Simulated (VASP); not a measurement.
Wanted: the native input for a VASP 6.6.1 run.

```yaml
Task: single point
Functional: PBE
Potentials_or_basis: VASP PAW PBE potentials, release 64 (Sr_sv, Cl)
Cutoff: 520 eV
k_mesh: 6 × 6 × 6
Occupations: fermi-dirac, width 0.02 eV
Spin: no spin polarisation
Dipole_correction: no
Further_INCAR_settings: ALGO = Fast; EDIFF = 1e-07; NBANDS = 19
```

The structure of SrCl2 lies in POSCAR:

```
SrCl2
1.0
    4.5985235080      0.0000000000      0.0000000000
   -2.2992617540      3.9824381778      0.0000000000
    0.0000000000      0.0000000000      5.5960650195
Sr Cl
1 2
Direct
    0.0000000000      0.0000000000      0.0000000000
    0.3333333333      0.6666666667      0.2318369606
    0.6666666667      0.3333333333      0.7681630394
```

The cell was built by a generator and needn't be a form met in nature.

The cell isn't the ideal one: biaxial_xy strain +4.3%.

One way to write it, as run:

INCAR

```
PREC     = Accurate       # precision mode
ENCUT    = 520            # plane-wave cutoff, eV
EDIFF    = 1E-7           # SCF threshold, eV
ISMEAR   = -1             # smearing method
SIGMA    = 0.02           # smearing width, eV
LREAL    = False          # projectors in reciprocal space
LASPH    = True           # aspherical terms in the spheres
NELM     = 100            # most SCF steps
ALGO     = Fast           # electronic algorithm
ISIF     = 2              # what is computed and relaxed
LWAVE    = False          # write WAVECAR
LCHARG   = False          # write CHGCAR
GGA      = PE             # functional
NBANDS   = 19             # bands
```

KPOINTS

```
Automatic mesh
0
Gamma
  6 6 6
```

Potentials or basis: VASP PAW PBE potentials, release 64 (Sr_sv, Cl).

Run with:

```console
$ cat potpaw_PBE.64/Sr_sv/POTCAR potpaw_PBE.64/Cl/POTCAR > POTCAR
$ mpirun -np 1 vasp_std > vasp.out
```

Results of the run:

| Item | Value |
| --- | --- |
| Pressure | -0.5 GPa |
| Largest force | 0.028 eV/Å |
| Band gap on the k mesh | 4.85 eV, direct |

It took 88 s on 1 thread of Intel(R) Xeon(R) Platinum 8259CL CPU @ 2.50GHz (Skylake/Cascade Lake), with other jobs on the host, peak memory 0.25 GiB.
